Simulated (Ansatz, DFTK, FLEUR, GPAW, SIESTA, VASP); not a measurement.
# One calculation of PbSe, 6 ways

```
CELL_PARAMETERS angstrom
0.00000 3.06065 3.06065
3.06065 0.00000 3.06065
3.06065 3.06065 0.00000
ATOMIC_POSITIONS crystal
Pb 0.00000 0.00000 0.00000
Se 0.50000 0.50000 0.50000
```

Alike in all runs: task equation of state; functional PBEsol; k mesh 8 × 8 × 8; occupations fermi-dirac, width 0.05 eV; no spin polarisation; no spin-orbit coupling.

| program and potentials | plane-wave cutoff (eV) | notes | equilibrium volume (Å³/atom) | bulk modulus (GPa) |
| --- | --- | --- | --- | --- |
| SIESTA, files PseudoDojo sr-pbesol-0.4.1-standard, DZP (energy shift 0.003 Ry; two zetas on semicore shells) | - | atomic basis | 29.12 | 54.6 |
| VASP, PBE PAW files Pb_d, Se, 520 eV | 520 | potentials made for PBE | 28.42 | 53.0 |
| DFTK, PseudoDojo SR PBEsol 0.4.1 standard (PBEsol) | 1170 | - | 28.40 | 53.1 |
| GPAW, PAW data sets generated for this functional | 600 | - | 28.28 | 52.8 |
| FLEUR, all-electron, FLAPW | - | - | 28.41 | 52.9 |
| Ansatz, all-electron LAPW, scalar-relativistic | - | - | 28.40 | 53.0 |

The equilibrium volume spans 28.28 (GPAW, PAW data sets generated for this functional) to 29.12 Å³/atom (SIESTA, files PseudoDojo sr-pbesol-0.4.1-standard, DZP (energy shift 0.003 Ry; two zetas on semicore shells)), with all-electron results at 28.40 to 28.41. The bulk modulus spans 52.8 (GPAW, PAW data sets generated for this functional) to 54.6 GPa (SIESTA, files PseudoDojo sr-pbesol-0.4.1-standard, DZP (energy shift 0.003 Ry; two zetas on semicore shells)), with all-electron results at 52.9 to 53.0. Rows in atomic bases carry the error of their basis and grid, which can be large.

The functional is the same throughout but for its coding, so the spread measures potentials, basis and numerics; runs on potential files found faulty are left out.
